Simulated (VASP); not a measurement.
# BN: accuracy against cost in the precision settings and SCF threshold

A convergence test on BN: the precision settings and SCF threshold. The atoms are off their equilibrium sites, so that forces can be compared too. The series runs use PBE. The precision settings tried: PREC = Low; PREC = Medium; PREC = Normal; PREC = Single; PREC = Accurate; LREAL = Auto; ADDGRID = .TRUE.; LASPH = .TRUE.. The SCF threshold tried: EDIFF = 0.01; EDIFF = 0.001; EDIFF = 1E-04; EDIFF = 1E-05; EDIFF = 1E-06; EDIFF = 1E-08. The atoms of the start are displaced at random from the sites of a P6_3mc cell.

Calculated with VASP 6.6.1; PBE; plane waves and PAW (B, N).

This is a report of a sequence of runs, with most program output left out.

The database entry behind the starting cell has ideal inner coordinates that were not refined, so it need not match the best structure at ambient conditions.

**1. Set-up**

Symmetry: P1, No. 1, triclinic system. The conventional cell has a = 2.536 Å, b = 2.536 Å, c = 4.199 Å, α = 90.00°, β = 90.00°, γ = 120.00°. Nearest to B lie 4 N at 1.52 to 1.56 Å. B has 4 N at 1.54 to 1.65 Å nearest. Nearest to N lie 4 B at 1.52 to 1.59 Å. Nearest to N lie 4 B at 1.52 to 1.65 Å. Farther neighbours and most contacts between anions are not listed.

**2. Precision settings: PREC = Low**

PREC sets the FFT grids, and LREAL, ADDGRID and LASPH trade speed for accuracy. PBE, the usual starting point, adds the gradient of the density.

INCAR

```
SYSTEM = BN
PREC = Low
ENCUT = 520
EDIFF = 1E-06
NELM = 100
ISMEAR = -1
SIGMA = 0.05
LREAL = .FALSE.
ALGO = Normal
GGA = PE
NBANDS = 14
LORBIT = 11
LWAVE = .FALSE.
LCHARG = .FALSE.
KPAR = 4
ISIF = 2
```

POSCAR

```
BN
1.0
    2.5360000000      0.0000000000      0.0000000000
   -1.2680000000      2.1962404240      0.0000000000
    0.0000000000      0.0000000000      4.1990000000
B N
2 2
Direct
    0.6481860000      0.3371780000     -0.0035200000
    0.3373760000      0.6502600000      0.4951990000
    0.6605740000      0.3230120000      0.3578320000
    0.3072110000      0.6597580000      0.8874060000
```

KPOINTS

```
Automatic mesh
0
Gamma
10 10 5
0 0 0
```

PAW data sets: B and N (PBE family, release 64).

Launch:

```console
$ mpirun -np 4 vasp_std
```

Elapsed: 8.2 s, on 4 MPI ranks of Intel Xeon 6975P-C (Granite Rapids), shared host; peak memory 0.61 GiB; 29 s of CPU time.

The gap is read on the k-mesh alone, so it is an upper bound where the band edges lie off the mesh.

A gap read on the k-mesh alone can miss the band edges.

This step gave:

```yaml
scf_cycles: 13
electrons: 16
bands: 14
irreducible_k_points: 252
symmetry_operations: 1
free_energy_toten: -34.57 eV
fermi_energy: 8.807 eV
pressure: 10.63 GPa
metallic: no
valence_top_at_k: 0, 0, 0
conduction_bottom_at_k: -0.3, -0.4, 0
least_direct_gap_at_k: 0, 0, 0
gap_on_the_k_mesh: 5.110 eV
least_direct_gap_on_the_k_mesh: 7.907 eV
```

The series starts at -8.6422 eV an atom and 10.63 GPa, after 13 cycles in 8.2 s.

**3. Precision settings: PREC = Medium**

INCAR: that of step 2 with these lines changed.

```diff
@@ -1,3 +1,3 @@
 SYSTEM = BN
-PREC = Low
+PREC = Medium
 ENCUT = 520
```

POSCAR is that of step 2.

KPOINTS is that of step 2.

Launch:

```console
$ mpirun -np 4 vasp_std
```

It took 8.4 s on 4 MPI ranks; peak memory 0.61 GiB.

Against the first of the series the energy moves by +0.16 meV an atom and the pressure by -0.03 GPa, after 13 cycles in 8.4 s.

**4. Precision settings: PREC = Normal**

INCAR: that of step 3 with these lines changed.

```diff
@@ -1,3 +1,3 @@
 SYSTEM = BN
-PREC = Medium
+PREC = Normal
 ENCUT = 520
```

POSCAR is that of step 3.

KPOINTS is that of step 3.

Launch:

```console
$ mpirun -np 4 vasp_std
```

Run time: 6.4 s. Hardware: 4 MPI ranks; peak memory 0.65 GiB.

Against the first of the series the energy moves by +0.21 meV an atom and the pressure by -0.03 GPa, after 13 cycles in 6.4 s.

**5. Precision settings: PREC = Single**

INCAR: that of step 4 with these lines changed.

```diff
@@ -1,3 +1,3 @@
 SYSTEM = BN
-PREC = Normal
+PREC = Single
 ENCUT = 520
```

POSCAR is that of step 4.

KPOINTS is that of step 4.

Launch:

```console
$ mpirun -np 4 vasp_std
```

Elapsed: 13 s, on 4 MPI ranks; peak memory 0.63 GiB; 46 s of CPU time.

Against the first of the series the energy moves by +0.23 meV an atom and the pressure by -0.06 GPa, after 13 cycles in 13 s.

**6. Precision settings: PREC = Accurate**

INCAR: that of step 5 with these lines changed.

```diff
@@ -1,3 +1,3 @@
 SYSTEM = BN
-PREC = Single
+PREC = Accurate
 ENCUT = 520
```

POSCAR is that of step 5.

KPOINTS is that of step 5.

Launch:

```console
$ mpirun -np 4 vasp_std
```

Run time: 11 s. Hardware: 4 MPI ranks; peak memory 0.71 GiB.

Against the first of the series the energy moves by +0.27 meV an atom and the pressure by -0.06 GPa, after 13 cycles in 11 s.

**7. Precision settings: LREAL = Auto**

INCAR: that of step 6 with these lines changed.

```diff
@@ -7,3 +7,3 @@
 SIGMA = 0.05
-LREAL = .FALSE.
+LREAL = Auto
 ALGO = Normal
```

POSCAR is that of step 6.

KPOINTS is that of step 6.

Launch:

```console
$ mpirun -np 4 vasp_std
```

Wall time 24 s (4 MPI ranks); peak memory 0.64 GiB.

Against PREC = Accurate, on which this run builds, the energy moves by -0.28 meV an atom and the pressure by -0.01 GPa, after 13 cycles in 24 s.

**8. Precision settings: ADDGRID on**

INCAR: that of step 7 with these lines changed.

```diff
@@ -7,3 +7,3 @@
 SIGMA = 0.05
-LREAL = Auto
+LREAL = .FALSE.
 ALGO = Normal
@@ -16 +16,2 @@
 ISIF = 2
+ADDGRID = .TRUE.
```

POSCAR is that of step 7.

KPOINTS is that of step 7.

Launch:

```console
$ mpirun -np 4 vasp_std
```

Run time: 11 s. Hardware: 4 MPI ranks; peak memory 0.8 GiB.

Against PREC = Accurate, on which this run builds, the energy stays within 0.01 meV an atom and the pressure within 0.01 GPa, after 13 cycles in 11 s.

**9. Precision settings: LASPH on**

INCAR: that of step 8 with these lines changed.

```diff
@@ -16,2 +16,2 @@
 ISIF = 2
-ADDGRID = .TRUE.
+LASPH = .TRUE.
```

POSCAR is that of step 8.

KPOINTS is that of step 8.

Launch:

```console
$ mpirun -np 4 vasp_std
```

The job ended after 15 s (4 MPI ranks; peak memory 0.71 GiB).

Against PREC = Accurate, on which this run builds, the energy moves by -0.11 meV an atom and the pressure by -0.01 GPa, after 13 cycles in 15 s.

**10. The precision settings series as a table**

This step: convergence of PBE results with the precision; plane waves and PAW (VASP 6.6.1).

Derived from the runs above.

Differences are taken from the run with PREC = Normal. Results of the series, by row:

| setting | status | energy less the reference (meV/atom) | pressure (GPa) | largest force difference (meV/Å) | gap (eV) | SCF cycles | wall time (s) |
| --- | --- | --- | --- | --- | --- | --- | --- |
| PREC = Low | converged | -0.2109 | 10.63 | 1.321 | 5.11 | 13 | 8.2 |
| PREC = Medium | converged | -0.05022 | 10.6 | 0.531 | 5.11 | 13 | 8.4 |
| PREC = Normal | converged | 0 | 10.6 | 0 | 5.11 | 13 | 6.4 |
| PREC = Single | converged | 0.01442 | 10.57 | 1.704 | 5.11 | 13 | 12.6 |
| PREC = Accurate | converged | 0.06073 | 10.57 | 0.467 | 5.11 | 13 | 11.2 |
| LREAL = Auto | converged | -0.215 | 10.56 | 1.685 | 5.11 | 13 | 24 |
| ADDGRID = .TRUE. | converged | 0.06063 | 10.57 | 0.395 | 5.11 | 13 | 11 |
| LASPH = .TRUE. | converged | -0.05217 | 10.57 | 5.475 | 5.11 | 13 | 15 |

**11. SCF threshold: EDIFF = 0.01**

This step: PBE; plane waves and PAW (B, N) (VASP 6.6.1).

EDIFF stops the electronic loop; forces need it tighter than energies do.

INCAR: that of step 9 with these lines changed.

```diff
@@ -3,3 +3,3 @@
 ENCUT = 520
-EDIFF = 1E-06
+EDIFF = 0.01
 NELM = 100
@@ -16,2 +16 @@
 ISIF = 2
-LASPH = .TRUE.
```

POSCAR is that of step 9.

KPOINTS is that of step 9.

Launch:

```console
$ mpirun -np 4 vasp_std
```

The job ended after 11 s (4 MPI ranks; peak memory 0.71 GiB).

Numbers from this step:

| Property | Result |
| --- | --- |
| SCF cycles | 9 |
| Fermi energy | 8.809 eV |
| pressure | 10.48 GPa |
| gap on the k-mesh | 5.094 eV |

The series starts at -8.6419 eV an atom and 10.48 GPa, after 9 cycles in 11 s.

**12. SCF threshold: EDIFF = 0.001**

INCAR: that of step 11 with these lines changed.

```diff
@@ -3,3 +3,3 @@
 ENCUT = 520
-EDIFF = 0.01
+EDIFF = 0.001
 NELM = 100
```

POSCAR is that of step 11.

KPOINTS is that of step 11.

Launch:

```console
$ mpirun -np 4 vasp_std
```

Elapsed: 11 s, on 4 MPI ranks; peak memory 0.69 GiB.

Against the run before the energy stays within 0.01 meV an atom; the pressure moves by -0.08 GPa, after 9 cycles in 11 s.

**13. SCF threshold: EDIFF = 1E-04**

INCAR: that of step 12 with these lines changed.

```diff
@@ -3,3 +3,3 @@
 ENCUT = 520
-EDIFF = 0.001
+EDIFF = 1E-04
 NELM = 100
```

POSCAR is that of step 12.

KPOINTS is that of step 12.

Launch:

```console
$ mpirun -np 4 vasp_std
```

Wall time 13 s (4 MPI ranks); peak memory 0.7 GiB.

Against the run before the energy moves by -0.06 meV an atom and the pressure by +0.13 GPa, after 11 cycles in 13 s.

**14. SCF threshold: EDIFF = 1E-05**

INCAR: that of step 13 with these lines changed.

```diff
@@ -3,3 +3,3 @@
 ENCUT = 520
-EDIFF = 1E-04
+EDIFF = 1E-05
 NELM = 100
```

POSCAR is that of step 13.

KPOINTS is that of step 13.

Launch:

```console
$ mpirun -np 4 vasp_std
```

Run time: 12 s. Hardware: 4 MPI ranks; peak memory 0.71 GiB; 46 s of CPU time.

Against the run before the energy stays within 0.01 meV an atom; the pressure moves by +0.02 GPa, after 11 cycles in 12 s.

**15. SCF threshold: EDIFF = 1E-06**

INCAR: that of step 14 with these lines changed.

```diff
@@ -3,3 +3,3 @@
 ENCUT = 520
-EDIFF = 1E-05
+EDIFF = 1E-06
 NELM = 100
```

POSCAR is that of step 14.

KPOINTS is that of step 14.

Launch:

```console
$ mpirun -np 4 vasp_std
```

Elapsed: 15 s, on 4 MPI ranks; peak memory 0.71 GiB.

Against the run before the energy stays within 0.01 meV an atom; the pressure moves by +0.01 GPa, after 13 cycles in 15 s.

**16. SCF threshold: EDIFF = 1E-08**

INCAR: that of step 15 with these lines changed.

```diff
@@ -3,3 +3,3 @@
 ENCUT = 520
-EDIFF = 1E-06
+EDIFF = 1E-08
 NELM = 100
```

POSCAR is that of step 15.

KPOINTS is that of step 15.

Launch:

```console
$ mpirun -np 4 vasp_std
```

The job ended after 17 s (4 MPI ranks; peak memory 0.71 GiB).

Against the run before the energy stays within 0.01 meV an atom; the pressure moves by -0.01 GPa, after 16 cycles in 17 s.

**17. The SCF threshold series as a table**

This step: convergence of PBE results with the threshold; plane waves and PAW (VASP 6.6.1).

No new run; the numbers come from the runs before.

Differences are taken from the run with EDIFF = 1E-08. Results of the series, by row:

| setting | status | energy less the reference (meV/atom) | pressure (GPa) | largest force difference (meV/Å) | gap (eV) | SCF cycles | wall time (s) |
| --- | --- | --- | --- | --- | --- | --- | --- |
| EDIFF = 0.01 | converged | 0.06538 | 10.48 | 10.35 | 5.094 | 9 | 10.6 |
| EDIFF = 0.001 | converged | 0.06324 | 10.4 | 9.361 | 5.094 | 9 | 11.2 |
| EDIFF = 1E-04 | converged | 0.001628 | 10.54 | 1.664 | 5.109 | 11 | 13.2 |
| EDIFF = 1E-05 | converged | 0.001535 | 10.56 | 0.651 | 5.109 | 11 | 12.4 |
| EDIFF = 1E-06 | converged | 7.50e-6 | 10.57 | 0.085 | 5.11 | 13 | 14.8 |
| EDIFF = 1E-08 | converged | 0 | 10.56 | 0 | 5.11 | 16 | 17.4 |

**18. Summary of results**

```
spread of the pressure over the precision settings                            : 0.0729 GPa
spread of the energy over the precision settings                              : 0.276 meV/atom
SCF threshold from which the energy stays within 10 meV/atom of the reference : EDIFF = 0.01
SCF threshold from which the energy stays within 1 meV/atom of the reference  : EDIFF = 0.01
SCF threshold from which the pressure stays within 0.2 GPa of the reference   : EDIFF = 0.01
spread of the pressure over the SCF threshold                                 : 0.168 GPa
spread of the energy over the SCF threshold                                   : 0.0654 meV/atom
```

What this shows: Among the precision settings, LREAL = Auto moves the energy most against PREC = Accurate (-0.3 meV an atom), and PREC = Low the pressure (+0.06 GPa). The fastest converged run is PREC = Normal, at 6.4 s against 11 s; on a shared host such times are rough. LREAL = Auto is slower here: projection in real space pays only in large cells. From EDIFF = 0.01 on, the energy stays within 1 meV an atom of the reference, at 61 % of its time. The pressure holds within 0.2 GPa from EDIFF = 0.01 on. The loosest stop saves 7 of 16 cycles and costs +0.1 meV an atom, -0.08 GPa, 10.3 meV/Å in forces.

[Lines on the potential files, build, host, timing and source positions are cut from VASP's logs without a mark.]

[Logs are printed without paths, hosts, clocks, repeated set-up lines and the standing remarks that a program may print on its own settings, such as how far it seeks lower states.]

[Hosts, paths, dates, database ids (printed as entryN), source tags and the programs' standing remarks are cut or masked in the printed files.]

[A measured line is paired with the nearest computed mode of its activity, which favours agreement.]

[In band tables of VASP the shares of atoms and orbitals are scaled to a sum of 1 inside the atoms' spheres.]
